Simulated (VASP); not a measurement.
# C (Fd-3m) in VASP: notebook, part 2 of 2

VASP 6.6.1. The steps go on from the part before.

### 3 Relaxation of cell and atoms, LDA

Input file INCAR:

```
SYSTEM = C
ALGO     = Normal         ! electronic algorithm
EDIFF    = 1E-7           ! SCF threshold, eV
EDIFFG   = -0.005         ! ionic threshold
ENCUT    = 600            ! plane-wave cutoff, eV
GGA      = CA             ! functional
IBRION   = 2              ! ionic algorithm
ISIF     = 3              ! what is computed and relaxed
ISMEAR   = 0              ! smearing method
LASPH    = .True.         ! aspherical terms in the spheres
LCHARG   = .False.        ! write CHGCAR
LREAL    = .False.        ! projectors in reciprocal space
LWAVE    = .False.        ! write WAVECAR
NELM     = 60             ! most SCF steps
NSW      = 90             ! ionic steps
PREC     = Accurate       ! precision mode
SIGMA    = 0.02           ! smearing width, eV
```

Input file KPOINTS:

```
k-points
0
Gamma
  12 12 12
  0 0 0
```

Input file POSCAR:

```
C
1.0
    0.0000000000      1.7834000000      1.7834000000
    1.7834000000      0.0000000000      1.7834000000
    1.7834000000      1.7834000000      0.0000000000
C
2
Direct
    0.5000000000      0.5000000000      0.5000000000
    0.7500000000      0.7500000000      0.7500000000
```

Potentials or basis: VASP PAW LDA potentials, release 64 (C).

The run is started by

```bash
$ cat potpaw_LDA.64/C/POTCAR > POTCAR
$ mpirun -np 1 vasp_std > vasp.out
```

OUTCAR:

```text
SYSTEM = C
   EDIFF = 1E-7
   EDIFFG = -0.005
   ENCUT = 600
   GGA = CA
   IBRION = 2
   ISIF = 3
   ISMEAR = 0
   LASPH = .True.
   LREAL = .False.
   NELM = 60
   NSW = 90
   PREC = Accurate

 ion  position               nearest neighbor table
   1  0.500  0.500  0.500-   2 1.54   2 1.54   2 1.54   2 1.54
   2  0.750  0.750  0.750-   1 1.54   1 1.54   1 1.54   1 1.54

  LATTYP: Found a face centered cubic cell.
 ALAT       =     3.5668000000

  Lattice vectors:

 A1 = (   0.0000000000,   1.7834000000,   1.7834000000)
 A2 = (   1.7834000000,   0.0000000000,   1.7834000000)
 A3 = (   1.7834000000,   1.7834000000,   0.0000000000)

Analysis of symmetry for initial positions (statically):
=====================================================================
 Subroutine PRICEL returns:
 Original cell was already a primitive cell.

 Routine SETGRP: Setting up the symmetry group for a
 face centered cubic supercell.

 Subroutine GETGRP returns: Found 48 space group operations
 (whereof 24 operations were pure point group operations)
 out of a pool of 48 trial point group operations.

The static configuration has the point symmetry T_d .
 The point group associated with its full space group is O_h .

Analysis of symmetry for dynamics (positions and initial velocities):
=====================================================================
 Subroutine PRICEL returns:
 Original cell was already a primitive cell.

 Routine SETGRP: Setting up the symmetry group for a
 face centered cubic supercell.

 Subroutine GETGRP returns: Found 48 space group operations
 (whereof 24 operations were pure point group operations)
 out of a pool of 48 trial point group operations.

The dynamic configuration has the point symmetry T_d .
 The point group associated with its full space group is O_h .

 Subroutine INISYM returns: Found 48 space group operations
 (whereof 24 operations are pure point group operations),
 and found     1 'primitive' translations

----------------------------------------------------------------------------------------

                                     Primitive cell

  volume of cell :      11.3443

  direct lattice vectors                    reciprocal lattice vectors
     0.000000000  1.783400000  1.783400000    -0.280363351  0.280363351  0.280363351
     1.783400000  0.000000000  1.783400000     0.280363351 -0.280363351  0.280363351
     1.783400000  1.783400000  0.000000000     0.280363351  0.280363351 -0.280363351

  length of vectors
     2.522108467  2.522108467  2.522108467     0.485603568  0.485603568  0.485603568

  position of ions in fractional coordinates (direct lattice)
     0.500000000  0.500000000  0.500000000
     0.750000000  0.750000000  0.750000000

  ion indices of the primitive-cell ions
   primitive index   ion index
                 1           1
                 2           2

----------------------------------------------------------------------------------------

 KPOINTS: k-points

Automatic generation of k-mesh.
 Grid dimensions read from file:
 generate k-points for:   12   12   12

 Generating k-lattice:

  Cartesian coordinates                     Fractional coordinates (reciprocal lattice)
    -0.023363613  0.023363613  0.023363613     0.083333333  0.000000000  0.000000000
     0.023363613 -0.023363613  0.023363613     0.000000000  0.083333333  0.000000000
     0.023363613  0.023363613 -0.023363613     0.000000000  0.000000000  0.083333333

  Length of vectors
     0.040466964  0.040466964  0.040466964

  Shift w.r.t. Gamma in fractional coordinates (k-lattice)
     0.000000000  0.000000000  0.000000000

 Subroutine IBZKPT returns following result:
 ===========================================

 Found     72 irreducible k-points:

 Following reciprocal coordinates:
            Coordinates               Weight
  0.000000  0.000000  0.000000      1.000000
  0.083333  0.000000  0.000000      8.000000
  0.166667  0.000000  0.000000      8.000000
  0.250000  0.000000  0.000000      8.000000
  0.333333  0.000000  0.000000      8.000000
  0.416667  0.000000  0.000000      8.000000
[... 16 lines left out ...]
  0.500000  0.166667  0.000000     24.000000
 -0.416667  0.166667  0.000000     24.000000
 [... further k-points ...]
   k-points           NKPTS =     72   k-points in BZ     NKDIM =     72   number of bands    NBANDS=      8
   number of dos      NEDOS =    301   number of ions     NIONS =      2
   total plane-waves  NPLWV =   8000
   dimension x,y,z NGX =    20 NGY =   20 NGZ =   20
   dimension x,y,z NGXF=    40 NGYF=   40 NGZF=   40
   ions per type =               2
   NGX,Y,Z   is equivalent  to a cutoff of  13.18, 13.18, 13.18 a.u.
   NGXF,Y,Z  is equivalent  to a cutoff of  26.37, 26.37, 26.37 a.u.
 SYSTEM =  C
   PREC   = accura    normal or accurate (medium, high low for compatibility)
   ISTART =      0    job   : 0-new  1-cont  2-samecut
   ICHARG =      2    charge: 1-file 2-atom 10-const
   ISPIN  =      1    spin polarized calculation?
   LNONCOLLINEAR =      F non collinear calculations
   LSORBIT =      F    spin-orbit coupling
   LASPH  =      T    aspherical Exc in radial PAW
   ENCUT  =  600.0 eV  44.10 Ry    6.64 a.u.   5.04  5.04  5.04*2*pi/ulx,y,z
   NELM   =     60;   NELMIN=  2; NELMDL= -5     # of ELM steps
   EDIFF  = 0.1E-06   stopping-criterion for ELM
   LREAL  =      F    real-space projection
   EDIFFG = -.5E-02   stopping-criterion for IOM
   NSW    =     90    number of steps for IOM
   IBRION =      2    ionic relax: 0-MD 1-quasi-New 2-CG
   NFREE  =      1    steps in history (QN), initial steepest desc. (CG)
   ISIF   =      3    stress and relaxation
   ISYM   =      2    0-nonsym 1-usesym 2-fastsym
   POTIM  = 0.5000    time-step for ionic-motion
   TEBEG  =    0.0;   TEEND  =   0.0 temperature during run
   PSTRESS=    0.0 pullay stress
   NELECT =       8.0000    total number of electrons
   NUPDOWN=      -1.0000    fix difference up-down
   EMIN   =  10.00;   EMAX   =-10.00  energy-range for DOS
   EFERMI =   0.00;   METHOD = LEGACY
   ISMEAR =     0;   SIGMA  =   0.02  broadening in eV -4-tet -1-fermi 0-gaus
   EFERMI_NEDOS =   21; number of points for ismear=-14 and -15
   IALGO  =     38    algorithm
   IMIX   =      4    mixing-type and parameters
     AMIX     =   0.40;   BMIX     =  1.00
     AMIX_MAG =   1.60;   BMIX_MAG =  1.00
  volume/ion in A,a.u.               =       5.67        38.28
  Fermi-wavevector in a.u.,A,eV,Ry     =   1.457178  2.753668 28.890189  2.123369
  Thomas-Fermi vector in A             =   2.574010
   LORBIT       =      0    0 simple, 1 ext, 2 COOP (PROOUT), +10 PAW based schemes
   GGA     = CA    functional components
   LHFCALC =     F    Hartree Fock is set to
   AEXX    =    0.0000 exact exchange contribution
   IVDW    =     0    specifies the selected vdW correction
   LEPSILON=     F    determine dielectric tensor
   LRPA    =     F    only Hartree local field effects (RPA)
 conjugate gradient relaxation of ions
 non-spin polarized calculation
 Gauss-broadening in eV      SIGMA  =   0.02
  energy-cutoff  :      600.00
  volume of cell :       11.34
 maximum number of plane-waves:       388
   NGX =  9   NGY =  9   NGZ =  9

--------------------------------------- Ionic step        1  -------------------------------------------

 number of electron       7.9999999 magnetization

 Free energy of the ion-electron system (eV)
  ---------------------------------------------------
  ext. energy  EPLUGINS =         0.00000000
  ---------------------------------------------------
  free energy    TOTEN  =       -20.24151681 eV

  energy without entropy =      -20.24151681  energy(sigma->0) =      -20.24151681

 E-fermi :   9.8815     XC(G=0): -13.4994

 val. band max:        9.7212099671   @ k =   0.0000   0.0000   0.0000
 cond. band min:      13.8445634878   @ k =   0.3333   0.3333   0.0000
 fundamental gap:      4.1233535208
 Fermi energy:         9.8814933591

 k-point     1 :       0.0000    0.0000    0.0000
  band No.  band energies     occupation
      1     -11.5959      2.00000
      2       9.7212      2.00000
      3       9.7212      2.00000
      4       9.7212      2.00000
      5      15.2639      0.00000
      6      15.2639      0.00000
      7      15.2639      0.00000
      8      23.2759      0.00000
[... 322 lines left out ...]
  energy  without entropy=      -20.2325309816  energy(sigma->0) =      -20.23253098

--------------------------------------- Ionic step        3  -------------------------------------------

 number of electron       7.9999998 magnetization

 Free energy of the ion-electron system (eV)
  ---------------------------------------------------
  ext. energy  EPLUGINS =         0.00000000
  ---------------------------------------------------
  free energy    TOTEN  =       -20.25390471 eV

  energy without entropy =      -20.25390471  energy(sigma->0) =      -20.25390471

 E-fermi :  10.2325     XC(G=0): -13.6342

 val. band max:       10.1316312829   @ k =   0.0000   0.0000   0.0000
 cond. band min:      14.3243887605   @ k =   0.3333   0.3333   0.0000
 fundamental gap:      4.1927574776
 Fermi energy:        10.2324712738

 k-point     1 :       0.0000    0.0000    0.0000
  band No.  band energies     occupation
      1     -11.5591      2.00000
      2      10.1316      2.00000
      3      10.1316      2.00000
      4      10.1316      2.00000
      5      15.7526      0.00000
      6      15.7526      0.00000
      7      15.7526      0.00000
      8      24.3261      0.00000
[... 282 lines left out ...]
  FREE ENERGIE OF THE ION-ELECTRON SYSTEM (eV)
  ---------------------------------------------------
  free  energy   TOTEN  =       -20.2539047065 eV

  energy  without entropy=      -20.2539047065  energy(sigma->0) =      -20.25390471

 reached required accuracy - stopping structural energy minimisation
```

Run time: 6.5 s. Hardware: 1 thread of Intel Xeon Platinum 8559C (Emerald Rapids), shared host; peak memory 0.11 GiB.

Results:

```yaml
Free_energy: -20.2539 eV
Relaxed_volume: 5.52 Å³/atom
Relaxed_cell: a = 2.499 Å, b = 2.499 Å, c = 2.499 Å, α = 60.00°, β = 60.00°, γ = 60.00°
Space_group_after_relaxing_to_0.05_Å: Fd-3m (No. 227)
Energy_gained_by_relaxing: 6.2 meV/atom
Ionic_steps: 3
Pressure_after_relaxing: -0.1 GPa
Band_gap_on_the_k_mesh: 4.19 eV, indirect (least direct gap 5.62 eV)
```

Step by step:
| step | energy change (eV) | largest force (eV/Å) | pressure (GPa) | volume (Å³) |
| --- | --- | --- | --- | --- |
| 1 | 0.0000 | 0.0000 | -12.39 | 11.34 |
| 2 | 0.0090 | 0.0000 | 17.98 | 10.64 |
| 3 | -0.0124 | 0.0000 | -0.11 | 11.03 |

Final structure:
```
C
1.0
     0.00000    1.76696    1.76696
     1.76696    0.00000    1.76696
     1.76696    1.76696    0.00000
C
2
Direct
  0.50000 0.50000 0.50000
  0.75000 0.75000 0.75000
```

A k mesh can miss the band edges. LDA gaps usually lie below the measured ones, often by a third to a half.

### 4 Relaxation of cell and atoms, PBE

INCAR: that of step 3 with these lines changed.

```diff
@@ -5,3 +5,3 @@
 ENCUT    = 600            ! plane-wave cutoff, eV
-GGA      = CA             ! functional
+GGA      = PE             ! functional
 IBRION   = 2              ! ionic algorithm
```

KPOINTS is that of step 3.

POSCAR is that of step 3.

Potentials or basis: VASP PAW PBE potentials, release 64 (C).

The run is started by

```bash
$ cat potpaw_PBE.64/C/POTCAR > POTCAR
$ mpirun -np 1 vasp_std > vasp.out
```

Wall time 7.1 s (1 thread of Intel Xeon Platinum 8559C (Emerald Rapids), shared host); peak memory 0.11 GiB.

It converged, with:

```yaml
Free_energy: -18.1903 eV
Relaxed_volume: 5.69 Å³/atom
Relaxed_cell: a = 2.525 Å, b = 2.525 Å, c = 2.525 Å, α = 60.00°, β = 60.00°, γ = 60.00°
Space_group_after_relaxing_to_0.05_Å: Fd-3m (No. 227)
Energy_gained_by_relaxing: 0.1 meV/atom
Ionic_steps: 3
Pressure_after_relaxing: 0.0 GPa
Band_gap_on_the_k_mesh: 4.14 eV, indirect (least direct gap 5.58 eV)
```

Step by step:
```csv
step,energy change (eV),largest force (eV/Å),pressure (GPa),volume (Å³)
1,0.0000,0.0000,1.76,11.34
2,0.0001,0.0000,-2.12,11.45
3,-0.0002,0.0000,0.01,11.39
```

Final structure:
```xyz
2
Lattice="0.0000 1.7858 1.7858 1.7858 0.0000 1.7858 1.7858 1.7858 0.0000" Properties=species:S:1:pos:R:3 pbc="T T T"
C     1.7858    1.7858    1.7858
C     2.6787    2.6787    2.6787
```

Levels at points of the mesh, in eV from the valence-band top:
| k point | band 1 | band 2 | band 3 | band 4 | band 5 | band 6 | band 7 | band 8 |
| --- | --- | --- | --- | --- | --- | --- | --- | --- |
| (0.00, 0.00, 0.00) | -21.42 | 0.00 | 0.00 | 0.00 | 5.58 | 5.58 | 5.58 | 13.24 |
| (0.50, 0.00, 0.00) | -15.67 | -13.33 | -2.79 | -2.79 | 8.44 | 8.44 | 8.79 | 15.66 |
| (0.50, 0.50, 0.00) | -12.74 | -12.74 | -6.27 | -6.27 | 4.75 | 4.75 | 16.74 | 16.74 |

### 5 Relaxation of cell and atoms, PBE+D3(BJ)

INCAR: that of step 4 with these lines changed.

```diff
@@ -9,2 +9,3 @@
 ISMEAR   = 0              ! smearing method
+IVDW     = 12             ! dispersion correction
 LASPH    = .True.         ! aspherical terms in the spheres
```

KPOINTS is that of step 4.

POSCAR is that of step 4.

The run is started by

```bash
$ cat potpaw_PBE.64/C/POTCAR > POTCAR
$ mpirun -np 1 vasp_std > vasp.out
```

It took 7.7 s on 1 thread of Intel Xeon Platinum 8559C (Emerald Rapids), shared host; peak memory 0.13 GiB.

Results (log left out):

```
Free energy                            : -18.5738 eV
Relaxed volume                         : 5.62 Å³/atom
Relaxed cell                           : a = 2.515 Å, b = 2.515 Å, c = 2.515 Å, α = 60.00°, β = 60.00°, γ = 60.00°
Space group after relaxing (to 0.05 Å) : Fd-3m (No. 227)
Energy gained by relaxing              : 0.5 meV/atom
Ionic steps                            : 3
Pressure after relaxing                : 0.0 GPa
Band gap on the k mesh                 : 4.17 eV, indirect (least direct gap 5.61 eV)
Dispersion energy per atom             : -0.193 eV
```

The path:
```tsv
step	energy change (eV)	largest force (eV/Å)	pressure (GPa)	volume (Å³)
1	0.0000	0.0000	-3.62	11.34
2	0.0006	0.0000	4.63	11.13
3	-0.0011	0.0000	0.00	11.25
```

Final structure:
```
CELL_PARAMETERS angstrom
0.00000 1.77845 1.77845
1.77845 0.00000 1.77845
1.77845 1.77845 0.00000
ATOMIC_POSITIONS crystal
C 0.50000 0.50000 0.50000
C 0.75000 0.75000 0.75000
```

Levels at points of the mesh, in eV from the valence-band top:
```csv
k point,band 1,band 2,band 3,band 4,band 5,band 6,band 7,band 8
"(0.00, 0.00, 0.00)",-21.59,0.00,0.00,0.00,5.61,5.61,5.61,13.52
"(0.50, 0.00, 0.00)",-15.77,-13.47,-2.82,-2.82,8.49,8.49,8.96,15.77
"(0.50, 0.50, 0.00)",-12.82,-12.82,-6.35,-6.35,4.78,4.78,16.93,16.93
```

### 6 The runs side by side

```csv
level,potentials or basis,gap on the mesh (eV),pressure (GPa),relaxed volume (Å³/atom)
PBEsol,"VASP PAW PBE potentials, release 64 (C)",4.06,0.0,5.62
LDA,"VASP PAW LDA potentials, release 64 (C)",4.19,-0.1,5.52
PBE,"VASP PAW PBE potentials, release 64 (C)",4.14,0.0,5.69
PBE+D3(BJ),"VASP PAW PBE potentials, release 64 (C)",4.17,0.0,5.62
```

Alike in all rows: task relaxation of cell and atoms; no spin polarisation; cell relaxed; k mesh 12 × 12 × 12; cutoff (eV) 600; smearing gaussian 0.02 eV.

Caveats: the PAW data sets were made with another functional, which shifts forces and pressure a little (some runs).

Absolute energies hang on the potentials; compare differences alone.
